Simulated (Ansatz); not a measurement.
# SrTiO₃: a normal mode against strain

A grid of calculations on SrTiO₃ (Pm-3m, No. 221; 5 atoms in the cell), to see where the energy is lowest and how it rises around there.

Method: DFT PBEsol, scalar-relativistic, plane waves, PAW, in Ansatz 0.2.0.

1 further run of the same task is left out (for a known fault of the program). Runs told in other sessions of the task aren't counted.

## (1) The system as given

The structure is cubic, space group Pm-3m (No. 221). Conventional cell: a = 3.891 Å, b = 3.891 Å, c = 3.891 Å, α = 90.00°, β = 90.00°, γ = 90.00°. Around Sr (site symmetry m-3m) lie 12 O at 2.75 Å. Ti (site symmetry m-3m) has 6 O at 1.95 Å in its first shell of neighbours. O (site symmetry 4/mmm) is surrounded by 2 Ti at 1.95 Å and 4 Sr at 2.75 Å.

As a file:

```
CELL_PARAMETERS angstrom
3.89138 0.00000 0.00000
0.00000 3.89138 0.00000
0.00000 0.00000 3.89138
ATOMIC_POSITIONS crystal
Sr 0.00000 0.00000 0.00000
Ti 0.50000 0.50000 0.50000
O 0.00000 0.50000 0.50000
O 0.50000 0.00000 0.50000
O 0.50000 0.50000 0.00000
```

This cell was relaxed beforehand with the same method: volume 11.79 Å³/atom, gap on the mesh 1.86 eV.

## (2) Plan of the scan

The energy is mapped over a normal mode and a strain (zone-centre modes of the cell shown) (x along [1 0 0], y along [0 1 0], z along [0 0 1] of the conventional cell).

The axes are (1) amplitude of mode 1 (77i cm⁻¹), largest displacement in the unstrained cell: 7 values from −0.124 Å; (2) equal normal strain along x and y: 7 values from −4.00 %.

Nothing else is relaxed (the pattern is fixed in fractional coordinates). Energies count from the relaxed high-symmetry cell. Points are written as (first, second).

The modes come from a phonon run on the reference cell, made beforehand.

Displacement patterns for an amplitude of 1 (Å):

| atom | x1 | y1 | z1 |
| --- | --- | --- | --- |
| Sr1 | -0.227 | 0.000 | 0.000 |
| Ti2 | -0.559 | 0.000 | 0.000 |
| O3 | 0.914 | 0.000 | 0.000 |
| O4 | 1.000 | 0.000 | 0.000 |
| O5 | 1.000 | 0.000 | 0.000 |

## (3) The run at (−0.041 Å, −1.33 %)

Input file input.yaml:

```yaml
crystal:
  lattice:
    - [3.8396261655, 0.0, 0.0]
    - [0.0, 3.8396261655, 0.0]
    - [0.0, 0.0, 3.89138154]
  atoms:
    - { symbol: Sr, position: [0.0024043448, 0.0, 0.0] }
    - { symbol: Ti, position: [0.505935415, 0.5, 0.5] }
    - { symbol: O, position: [-0.0096992381, 0.5, 0.5] }
    - { symbol: O, position: [0.4893868027, 0.0, 0.5] }
    - { symbol: O, position: [0.4893868027, 0.5, 0.0] }
basis:
  ecutwfc: 520.0
kpoints:
  mp_grid: { grid: [8, 8, 8] }
hamiltonian:
  xc: pbesol
  pseudopotentials: { kind: paw, azcp: { folder: soft_1 } }
scf:
  occupations: { method: gaussian, width: 0.05 }
output:
  forces: true
  stress: true
  eigenvalues: true
```

Command:

```
> ansatz run input.yaml --threads 2 --pin off --max-ram 4096MiB --backend cpu --events-out ev --progress --plain --runs-dir out
```

Further runs follow: the other points that were computed.

What does the calculation give? Wanted: lowest point; highest computed point; pressure.

**Answer**, as computed:

| quantity | value |
| --- | --- |
| lowest point | (−0.041 Å, 0.00 %), −0.34 meV |
| highest computed point | (−0.124 Å, −4.00 %), 477 meV above the lowest |
| pressure (GPa) | −11.9 at (0.000 Å, 4.00 %) to 21.9 at (−0.124 Å, −4.00 %); 0.2 at the lowest point |
| time for all points | 9.6 min on 2 threads, shared host |

What this shows: The lowest computed point is at (−0.041 Å, 0.00 %), −0.34 meV from the relaxed high-symmetry cell; the map holds 2 wells of about this depth. The grid shows no well of another kind. The highest computed point, (−0.124 Å, −4.00 %), lies 477 meV above the lowest. On the interpolated surface the easiest way out of the lowest well to a well of the same energy at (0.041 Å, 0.00 %) passes a barrier of about 0.55 meV. Round the minimum the valley is somewhat tilted: raising the first coordinate shifts the best value of the second coordinate downwards (coupling k₁₂/√(k₁₁k₂₂) about 0.4). Freezing in the unstable mode gains 0 meV at the lowest strain of the grid and 44 meV at the highest. With the other coordinates free, the energies away from the reference would be the same or lower. The reference is no minimum along the unstable mode, and wells on the map were not tested along the other modes.
